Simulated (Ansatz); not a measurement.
Computed with DFT PBE, scalar-relativistic, plane waves, PAW in Ansatz 0.2.0. All cells share a 420 eV cutoff and Γ-centred k meshes spaced about 0.3 Å⁻¹ or finer (0.25 for metals, 2π included). No spin polarisation.

Relaxed forms of BaTe:

Cell 1.

```
Ba Te
1.0
     2.27825   -6.67718    0.00000
     2.27825    6.67718    0.00000
     0.00000    0.00000    5.41837
Ba Te
2 2
Cartesian
  2.2782 -5.0681 1.3546
  2.2782 5.0681 4.0638
  2.2782 -1.5968 1.3546
  2.2782 1.5968 4.0638
```

Cell 2.

```
Ba Te
1.0
     0.00000    3.53334    3.53334
     3.53334    0.00000    3.53334
     3.53334    3.53334    0.00000
Ba Te
1 1
Direct
  0.50000 0.50000 0.50000
  0.00000 0.00000 0.00000
```

Question: Order them by Kohn–Sham gap, widest first, and say which is lowest in energy.

Answer: Gaps on the mesh: 1.66 eV for cell 2, 1.36 eV for cell 1. Lowest in energy is cell 2; cell 1 lies 111 meV/atom higher. The lowest form also has the widest gap. Counting Te atoms around Ba (those within 1.25 times the shortest such distance or 1.15 times the sum of covalent radii, 1.27 where that leaves under three; a plus sign parts nearer from farther groups): cell 1 (Cmcm, 41.2 Å³/atom) has Ba 5+2; cell 2 (rock salt type, Fm-3m, 44.1 Å³/atom) has Ba 6.

Gaps are read on each cell's k mesh and can be smaller between its points; Kohn–Sham gaps at this level usually fall short of measured ones. The missing spin–orbit coupling can work the other way here. Spin–orbit coupling, which can matter for Te, is left out. With atoms moved at random, cell 2 came back. Cell 1 had no clear such test and can be a saddle point. Some candidate types were left out of the draw beforehand, so a known form may be missing.
